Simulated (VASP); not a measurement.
# NiO (Fm-3m) in VASP: further runs

One crystal, NiO, is run at these levels: LDA, TPSS+D4, r2SCAN; tasks: elastic constants, phonons.

All numbers are computed with VASP 6.6.1; they aren't measurements. Logs are shortened: lines on timing, memory, paths and dates and some standing lists are left out, and cuts for length are marked.

## Step 1: The structure

It takes space group Fm-3m (No. 225, cubic). The conventional cell has a = 4.172 Å, b = 4.172 Å, c = 4.172 Å, α = 90.00°, β = 90.00°, γ = 90.00°. Ni (site symmetry m-3m) is surrounded by 6 O at 2.09 Å. O (site symmetry m-3m) is surrounded by 6 Ni at 2.09 Å.

## Step 2: Elastic constants, LDA, collinear spin, ferromagnetic start

Input file POSCAR:

```
NiO
1.0
    0.0000000000      2.0859016414      2.0859016414
    2.0859016414      0.0000000000      2.0859016414
    2.0859016414      2.0859016414      0.0000000000
Ni O
1 1
Direct
    0.0000000000      0.0000000000      0.0000000000
    0.5000000000      0.5000000000      0.5000000000
```

Input file INCAR.step1:

```
PREC = Accurate
ENCUT = 600
EDIFF = 1E-8
ISMEAR = 0
SIGMA = 0.02
LREAL = False
LASPH = True
NELM = 150
ALGO = Fast
ISIF = 3
LWAVE = False
LCHARG = False
ISPIN = 2
MAGMOM = 1 0
LORBIT = 11
LMAXMIX = 4
GGA = CA
IBRION = 2
NSW = 40
EDIFFG = -0.002
```

Input file INCAR.step2:

```
PREC = Accurate
ENCUT = 600
EDIFF = 1E-8
ISMEAR = 0
SIGMA = 0.02
LREAL = False
LASPH = True
NELM = 150
ALGO = Fast
ISIF = 3
LWAVE = False
LCHARG = False
ISPIN = 2
MAGMOM = 1 0
LORBIT = 11
LMAXMIX = 4
GGA = CA
IBRION = 6
NFREE = 2
POTIM = 0.015
NSW = 1
```

Input file KPOINTS:

```
Automatic mesh
0
Gamma
  8 8 8
```

Potentials or basis: VASP PAW LDA potentials, release 64 (Ni, O).

Started as:

```
> cat potpaw_LDA.64/Ni/POTCAR potpaw_LDA.64/O/POTCAR > POTCAR
> cp INCAR.step1 INCAR
> mpirun -np 1 vasp_std > vasp.out
> cp CONTCAR POSCAR
> cp INCAR.step2 INCAR
> mpirun -np 1 vasp_std > vasp.out
```

OUTCAR:

```text
PREC = Accurate
   ENCUT = 600
   EDIFF = 1E-8
   ISMEAR = 0
   LREAL = False
   LASPH = True
   NELM = 150
   ISIF = 3
   ISPIN = 2
   LORBIT = 11
   GGA = CA
   IBRION = 6
   NFREE = 2
   POTIM = 0.015
   NSW = 1

 ion  position               nearest neighbor table
   1  0.000  0.000  0.000-   2 2.02   2 2.02   2 2.02   2 2.02   2 2.02   2 2.02
   2  0.500  0.500  0.500-   1 2.02   1 2.02   1 2.02   1 2.02   1 2.02   1 2.02

  LATTYP: Found a face centered cubic cell.
 ALAT       =     4.0495052463

  Lattice vectors:

 A1 = (   0.0000000000,   2.0247526231,   2.0247526231)
 A2 = (   2.0247526231,   0.0000000000,   2.0247526231)
 A3 = (   2.0247526231,   2.0247526231,   0.0000000000)

Analysis of symmetry for initial positions (statically):
=====================================================================
 Subroutine PRICEL returns:
 Original cell was already a primitive cell.

 Routine SETGRP: Setting up the symmetry group for a
 face centered cubic supercell.

 Subroutine GETGRP returns: Found 48 space group operations
 (whereof 48 operations were pure point group operations)
 out of a pool of 48 trial point group operations.

The static configuration has the point symmetry O_h .

Analysis of symmetry for dynamics (positions and initial velocities):
=====================================================================
 Subroutine PRICEL returns:
 Original cell was already a primitive cell.

 Routine SETGRP: Setting up the symmetry group for a
 face centered cubic supercell.

 Subroutine GETGRP returns: Found 48 space group operations
 (whereof 48 operations were pure point group operations)
 out of a pool of 48 trial point group operations.

The dynamic configuration has the point symmetry O_h .

Analysis of structural, dynamic, and magnetic symmetry:
=====================================================================
 Subroutine PRICEL returns:
 Original cell was already a primitive cell.

 Routine SETGRP: Setting up the symmetry group for a
 face centered cubic supercell.

 Subroutine GETGRP returns: Found 48 space group operations
 (whereof 48 operations were pure point group operations)
 out of a pool of 48 trial point group operations.

The overall configuration has the point symmetry O_h .

 Subroutine INISYM returns: Found 48 space group operations
 (whereof 48 operations are pure point group operations),
 and found     1 'primitive' translations

----------------------------------------------------------------------------------------

                                     Primitive cell

  volume of cell :      16.6014

  direct lattice vectors                    reciprocal lattice vectors
     0.000000000  2.024752623  2.024752623    -0.246943747  0.246943747  0.246943747
     2.024752623  0.000000000  2.024752623     0.246943747 -0.246943747  0.246943747
     2.024752623  2.024752623  0.000000000     0.246943747  0.246943747 -0.246943747

  length of vectors
     2.863432620  2.863432620  2.863432620     0.427719117  0.427719117  0.427719117

  position of ions in fractional coordinates (direct lattice)
     0.000000000  0.000000000  0.000000000
     0.500000000  0.500000000  0.500000000

  ion indices of the primitive-cell ions
   primitive index   ion index
                 1           1
                 2           2

----------------------------------------------------------------------------------------

 KPOINTS: Automatic mesh

Automatic generation of k-mesh.
 Grid dimensions read from file:
[... 216 lines left out ...]
  FREE ENERGIE OF THE ION-ELECTRON SYSTEM (eV)
  ---------------------------------------------------
  free  energy   TOTEN  =       -13.3772141925 eV

  energy  without entropy=      -13.3769039583  energy(sigma->0) =      -13.37705908

[... ionic steps 4 to 14 ...]

--------------------------------------- Ionic step       15  -------------------------------------------

 number of electron      16.0000002 magnetization       0.7343564

------------------------ aborting loop because EDIFF is reached ----------------------------------------
[... 67 lines left out ...]
--------------------------------------- Ionic step       17  -------------------------------------------

 number of electron      16.0000005 magnetization       0.7343564

 Free energy of the ion-electron system (eV)
  ---------------------------------------------------
  ext. energy  EPLUGINS =         0.00000000
  ---------------------------------------------------
  free energy    TOTEN  =       -13.38122677 eV

  energy without entropy =      -13.38088789  energy(sigma->0) =      -13.38105733

 E-fermi :   8.9147     XC(G=0): -13.7158

 val. band max:        8.8951600530   @ k =   0.5000   0.3750   0.0000
 cond. band min:       8.9199460513   @ k =  -0.2500   0.1250   0.0000
 fundamental gap:      0.0247859983
 Fermi energy:         8.9147433271

 spin component 1

 k-point     1 :       0.0000    0.0000    0.0000
  band No.  band energies     occupation
      1     -12.1628      1.00000
      2       5.4201      1.00000
      3       5.4272      1.00000
      4       5.4272      1.00000
      5       6.5966      1.00000
      6       6.6008      1.00000
      7       6.6008      1.00000
      8       6.6721      1.00000
      9       6.6820      1.00000
     10      11.1396      0.00000
     11      26.9570      0.00000
     12      28.6161      0.00000
     13      28.6177      0.00000
[... 356 lines left out ...]
      2       0.5784      1.00000
      3       2.3435      1.00000
      4       2.7859      1.00000
      5       7.3172      1.00000
      6       7.5238      1.00000
      7       7.9260      1.00000
      8       8.8100      1.00000
      9       9.4354      0.00000
     10      17.1163      0.00000
     11      19.0528      0.00000
     12      21.1339      0.00000
     13      24.3277      0.00000

 [... further k-points ...]

 spin component 2

 k-point     1 :       0.0000    0.0000    0.0000
  band No.  band energies     occupation
      1     -11.9840      1.00000
      2       5.6367      1.00000
      3       5.6408      1.00000
      4       5.6408      1.00000
      5       6.9953      1.00000
      6       6.9991      1.00000
      7       6.9991      1.00000
      8       7.4505      1.00000
      9       7.4582      1.00000
     10      11.2939      0.00000
     11      26.9752      0.00000
     12      28.7605      0.00000
     13      28.7620      0.00000
[... 397 lines left out ...]
  FREE ENERGIE OF THE ION-ELECTRON SYSTEM (eV)
  ---------------------------------------------------
  free  energy   TOTEN  =       -13.3812267660 eV

  energy  without entropy=      -13.3808878887  energy(sigma->0) =      -13.38105733

 INTERNAL STRAIN TENSORS FROM STRAINED CELLS
 ============================================

 INTERNAL STRAIN TENSOR FOR ION    1 for displacements in x,y,z  (eV/Angst):
          X           Y           Z          XY          YZ          ZX
  --------------------------------------------------------------------------------
  x     0.00000     0.00000    -0.00000    -0.00000     0.00000    -0.00000
  y     0.00000    -0.00000     0.00000    -0.00000     0.00000     0.00000
  z    -0.00000    -0.00000    -0.00000     0.00000     0.00000     0.00000

 INTERNAL STRAIN TENSORS FROM DISPLACED ATOMS
 ============================================

 INTERNAL STRAIN TENSOR FOR ION    1 for displacements in x,y,z  (eV/Angst):
          X           Y           Z          XY          YZ          ZX
  --------------------------------------------------------------------------------
  x     0.00000     0.00000     0.00000     0.00000     0.00000     0.00000
  y     0.00000     0.00000     0.00000     0.00000     0.00000     0.00000
  z     0.00000     0.00000     0.00000     0.00000     0.00000     0.00000

 INTERNAL STRAIN TENSOR FOR ION    2 for displacements in x,y,z  (eV/Angst):
          X           Y           Z          XY          YZ          ZX
  --------------------------------------------------------------------------------
  x     0.00000     0.00000     0.00000     0.00000     0.00000     0.00000
  y     0.00000     0.00000     0.00000     0.00000     0.00000     0.00000
  z     0.00000     0.00000     0.00000     0.00000     0.00000     0.00000

 Eigenvectors and eigenvalues of the dynamical matrix
 ----------------------------------------------------

   1 f  =   10.637030 THz    66.834429 2PiTHz  354.813118 cm-1    43.991200 meV
             X         Y         Z           dx          dy          dz
      0.000000  0.000000  0.000000    -0.463301    0.000000    0.000000
      2.024753  2.024753  2.024753     0.886201    0.000000    0.000000
[... 21 lines left out ...]
   6 f/i=    0.005557 THz     0.034914 2PiTHz    0.185354 cm-1     0.022981 meV
             X         Y         Z           dx          dy          dz
      0.000000  0.000000  0.000000     0.000000    0.000000    0.886201
      2.024753  2.024753  2.024753     0.000000    0.000000    0.463301

--------------------------------------------------------------------------------------------------------

 ELASTIC MODULI CONTR FROM IONIC RELAXATION (kBar)
 Direction    XX          YY          ZZ          XY          YZ          ZX
 --------------------------------------------------------------------------------
 XX           0.0000      0.0000      0.0000      0.0000      0.0000      0.0000
 YY           0.0000      0.0000      0.0000      0.0000      0.0000      0.0000
 ZZ           0.0000      0.0000      0.0000      0.0000      0.0000      0.0000
 XY           0.0000      0.0000      0.0000      0.0000      0.0000      0.0000
 YZ           0.0000      0.0000      0.0000      0.0000      0.0000      0.0000
 ZX           0.0000      0.0000      0.0000      0.0000      0.0000      0.0000
 --------------------------------------------------------------------------------

 TOTAL ELASTIC MODULI (kBar)
 Direction    XX          YY          ZZ          XY          YZ          ZX
 --------------------------------------------------------------------------------
 XX        3727.8542   2042.9553   2042.9553      0.0000     -0.0000     -0.0000
 YY        2042.9553   3727.8542   2042.9553     -0.0000      0.0000     -0.0000
 ZZ        2042.9553   2042.9553   3727.8542     -0.0000      0.0000      0.0000
 XY           0.0000     -0.0000     -0.0000    426.2381      0.0000      0.0000
 YZ          -0.0000      0.0000      0.0000      0.0000    426.2381      0.0000
 ZX          -0.0000     -0.0000      0.0000      0.0000      0.0000    426.2381
 --------------------------------------------------------------------------------

 total charge

# of ion       s       p       d       tot
------------------------------------------
    1        0.365   0.477   8.416   9.257
    2        1.555   3.399   0.000   4.954
--------------------------------------------------
tot          1.919   3.877   8.416  14.212

 magnetization (x)

# of ion       s       p       d       tot
------------------------------------------
    1        0.008   0.010   0.582   0.600
    2        0.015   0.097   0.000   0.112
--------------------------------------------------
tot          0.023   0.107   0.582   0.712
```

Run time: 4.7 min. Hardware: 1 thread of Intel Xeon 6975P-C (Granite Rapids), shared host; peak memory 0.24 GiB.

What came out:

| Quantity | Value |
| --- | --- |
| Relaxed volume | 8.30 Å³/atom |
| Relaxed cell | a = 2.863 Å, b = 2.863 Å, c = 2.863 Å, α = 60.00°, β = 60.00°, γ = 60.00° |
| Space group after relaxing (to 0.05 Å) | Fm-3m (No. 225) |
| Net moment | 0.73 μB per cell |
| Site moments | Ni +0.60; O +0.11 μB |
| Valence electrons inside the program's atomic spheres | Ni 9.26; O 4.95 |
| Elastic constants C11, C12, C44 | 373, 204, 43 GPa |
| Voigt bulk modulus | 260 GPa |
| Highest phonon frequency at Γ, LO-TO splitting left out | 355 cm⁻¹ |

The path:
```tsv
step	energy change (eV)	largest force (eV/Å)	pressure (GPa)	volume (Å³)
1	0.0000	0.0000	-19.03	18.15
2	-0.0262	0.0000	21.78	15.46
3	-0.1002	0.0000	-0.35	16.62
4	-0.1002	0.0000	0.11	16.59
5	-0.1002	0.0000	-0.10	16.61
6	-0.1002	0.0000	-0.01	16.60
```

Final structure:
```yaml
crystal:
  lattice:
    - [0.00000, 2.02475, 2.02475]
    - [2.02475, 0.00000, 2.02475]
    - [2.02475, 2.02475, 0.00000]
  atoms:
    - { symbol: Ni, position: [0.00000, 0.00000, 0.00000] }
    - { symbol: O, position: [0.50000, 0.50000, 0.50000] }
```

Phonon frequencies in cm⁻¹ (negative: imaginary):
| q point | frequencies |
| --- | --- |
| (0.000, 0.000, 0.000) | 0 0 0 355 355 355 |

Elastic tensor in Voigt notation (GPa, in the Cartesian axes of the cell as first typed):
```
373 204 204   0   0   0
204 373 204   0   0   0
204 204 373   0   0   0
  0   0   0  43   0   0
  0   0   0   0  43   0
  0   0   0   0   0  43
```

Clamped-ion elastic tensor (GPa):
```
373 204 204   0   0   0
204 373 204   0   0   0
204 204 373   0   0   0
  0   0   0  43   0   0
  0   0   0   0  43   0
  0   0   0   0   0  43
```

Caveat: a cell with one magnetic atom can't hold antiferromagnetic order, which such compounds often take.

## Step 3: Phonons, TPSS+D4

Input file POSCAR:

```
NiO
2.9499
    0.000000000000      0.707109271975      0.707109271975
    0.707109271975      0.000000000000      0.707109271975
    0.707109271975      0.707109271975      0.000000000000
Ni O
1 1
Direct
    0.0000000000      0.0000000000      0.0000000000
    0.5000000000      0.5000000000      0.5000000000
```

Input file INCAR.step1:

```
PREC = Accurate
ENCUT = 580
EDIFF = 1E-8
ISMEAR = 0
SIGMA = 0.1
LREAL = F
LASPH = T
NELM = 100
ALGO = Normal
ISIF = 3
LWAVE = F
LCHARG = F
METAGGA = TPSS
LMIXTAU = T
IVDW = 13
IBRION = 2
NSW = 40
EDIFFG = -0.002
```

Input file INCAR.step2:

```
PREC = Accurate
ENCUT = 580
EDIFF = 1E-8
ISMEAR = 0
SIGMA = 0.1
LREAL = F
LASPH = T
NELM = 100
ALGO = Normal
ISIF = 2
LWAVE = F
LCHARG = F
METAGGA = TPSS
LMIXTAU = T
IVDW = 13
IBRION = 6
NFREE = 2
POTIM = 0.015
NSW = 1
```

Input file KPOINTS:

```
Automatic mesh
0
Gamma
  10 10 10
```

Potentials or basis: VASP PAW PBE potentials, release 64 (Ni, O).

Started as:

```
> cat potpaw_PBE.64/Ni/POTCAR potpaw_PBE.64/O/POTCAR > POTCAR
> cp INCAR.step1 INCAR
> mpirun -np 1 vasp_std > vasp.out
> cp CONTCAR POSCAR
> cp INCAR.step2 INCAR
> mpirun -np 1 vasp_std > vasp.out
```

OUTCAR:

```text
PREC = Accurate
   ENCUT = 580
   EDIFF = 1E-8
   ISMEAR = 0
   LREAL = F
   LASPH = T
   NELM = 100
   ISIF = 2
   METAGGA = TPSS
   IVDW = 13
   IBRION = 6
   NFREE = 2
   POTIM = 0.015
   NSW = 1

 ion  position               nearest neighbor table
   1  0.000  0.000  0.000-   2 2.05   2 2.05   2 2.05   2 2.05   2 2.05   2 2.05
   2  0.500  0.500  0.500-   1 2.05   1 2.05   1 2.05   1 2.05   1 2.05   1 2.05

  LATTYP: Found a face centered cubic cell.
 ALAT       =     4.0987204028
[... 765 lines left out ...]
  x     0.00000     0.00000     0.00000     0.00000     0.00000     0.00000
  y     0.00000     0.00000     0.00000     0.00000     0.00000     0.00000
  z     0.00000     0.00000     0.00000     0.00000     0.00000     0.00000

 INTERNAL STRAIN TENSOR FOR ION    2 for displacements in x,y,z  (eV/Angst):
          X           Y           Z          XY          YZ          ZX
  --------------------------------------------------------------------------------
  x     0.00000     0.00000     0.00000     0.00000     0.00000     0.00000
  y     0.00000     0.00000     0.00000     0.00000     0.00000     0.00000
  z     0.00000     0.00000     0.00000     0.00000     0.00000     0.00000

 Eigenvectors and eigenvalues of the dynamical matrix
 ----------------------------------------------------

   1 f  =   12.407539 THz    77.958868 2PiTHz  413.870958 cm-1    51.313436 meV
             X         Y         Z           dx          dy          dz
      0.000000  0.000000  0.000000     0.000000    0.462543    0.000000
      2.049360  2.049360  2.049360     0.000000   -0.886597    0.000000
[... 21 lines left out ...]
   6 f/i=    0.004128 THz     0.025934 2PiTHz    0.137680 cm-1     0.017070 meV
             X         Y         Z           dx          dy          dz
      0.000000  0.000000  0.000000     0.000000    0.000000    0.886597
      2.049360  2.049360  2.049360     0.000000    0.000000    0.462543

 ELASTIC MODULI CONTR FROM IONIC RELAXATION (kBar)
 Direction    XX          YY          ZZ          XY          YZ          ZX
 --------------------------------------------------------------------------------
 XX           0.0000      0.0000      0.0000      0.0000      0.0000      0.0000
 YY           0.0000      0.0000      0.0000      0.0000      0.0000      0.0000
 ZZ           0.0000      0.0000      0.0000      0.0000      0.0000      0.0000
 XY           0.0000      0.0000      0.0000      0.0000      0.0000      0.0000
 YZ           0.0000      0.0000      0.0000      0.0000      0.0000      0.0000
 ZX           0.0000      0.0000      0.0000      0.0000      0.0000      0.0000
 --------------------------------------------------------------------------------
```

OUTCAR.step1:

```text
PREC = Accurate
   ENCUT = 580
   EDIFF = 1E-8
   ISMEAR = 0
   LREAL = F
   LASPH = T
   NELM = 100
   ISIF = 3
   METAGGA = TPSS
   IVDW = 13
   IBRION = 2
[... 683 lines left out ...]
      7       7.7261      2.00000
      8       7.8894      2.00000
      9       8.5525      1.91435
     10      15.8535      0.00000
     11      20.0157      0.00000
     12      21.1759      0.00000

 [... further k-points ...]

------------------------ aborting loop because EDIFF is reached ----------------------------------------

  DFT-D4 for vdW energy calculation

  Edisp (eV):   -0.86599
[... 25 lines left out ...]
  FREE ENERGIE OF THE ION-ELECTRON SYSTEM (eV)
  ---------------------------------------------------
  free  energy   TOTEN  =       -22.3520308654 eV

  energy  without entropy=      -22.3446607769  energy(sigma->0) =      -22.34834582

 reached required accuracy - stopping structural energy minimisation
```

OSZICAR.step1:

```text
N       E                     dE             d eps       ncg     rms          rms(c)
DAV:   1     0.107009201075E+03    0.10701E+03   -0.94618E+03  1136   0.202E+03
DAV:   2    -0.710277317771E+00   -0.10772E+03   -0.98919E+02  1176   0.364E+02
DAV:   3    -0.880887135613E+01   -0.80986E+01   -0.77603E+01  1352   0.119E+02
DAV:   4    -0.892937409373E+01   -0.12050E+00   -0.12027E+00  1260   0.152E+01
[... 59 lines left out ...]
DAV:   7    -0.214860454933E+02   -0.13505E-06   -0.83484E-08  1140   0.392E-03    0.585E-04
DAV:   8    -0.214860455246E+02   -0.31338E-07   -0.11517E-08   792   0.162E-03    0.242E-04
DAV:   9    -0.214860454732E+02    0.51401E-07   -0.33516E-09   572   0.117E-03    0.372E-05
DAV:  10    -0.214860454876E+02   -0.14443E-07   -0.34232E-10   564   0.339E-04    0.205E-05
DAV:  11    -0.214860454868E+02    0.79558E-09   -0.82751E-11   564   0.142E-04
   4 F= -.22352031E+02 E0= -.22348346E+02  d E =-.385887E-01
```

It took 6 min on 1 thread of Intel Xeon Platinum 8488C (Sapphire Rapids), shared host; peak memory 0.18 GiB.

Results:

| Property | Result |
| --- | --- |
| Relaxed volume | 8.61 Å³/atom |
| Relaxed cell | a = 2.898 Å, b = 2.898 Å, c = 2.898 Å, α = 60.00°, β = 60.00°, γ = 60.00° |
| Space group after relaxing (to 0.05 Å) | Fm-3m (No. 225) |
| Highest phonon frequency at Γ, LO-TO splitting left out | 414 cm⁻¹ |
| Dispersion energy per atom | -0.433 eV |

Step by step:
| step | energy change (eV) | largest force (eV/Å) | pressure (GPa) | volume (Å³) |
| --- | --- | --- | --- | --- |
| 1 | 0.0000 | 0.0000 | -12.27 | 18.15 |
| 2 | 0.0053 | 0.0000 | 18.25 | 16.39 |
| 3 | -0.0386 | 0.0000 | -0.33 | 17.23 |
| 4 | -0.0386 | 0.0000 | -0.03 | 17.21 |

Final structure:
```yaml
crystal:
  lattice:
    - [0.00000, 2.04936, 2.04936]
    - [2.04936, 0.00000, 2.04936]
    - [2.04936, 2.04936, 0.00000]
  atoms:
    - { symbol: Ni, position: [0.00000, 0.00000, 0.00000] }
    - { symbol: O, position: [0.50000, 0.50000, 0.50000] }
```

Phonon frequencies in cm⁻¹ (negative: imaginary):
```
              q point        frequencies
(0.000, 0.000, 0.000)  0 0 0 414 414 414
```

Caveat: the PAW data sets were made with another functional, which shifts forces and pressure a little; the run has no spin polarisation, though such a crystal can be magnetic. Spin polarisation is off, so any magnetic state and its effect on volume and gap are missing.

[end of part 1 of 2]
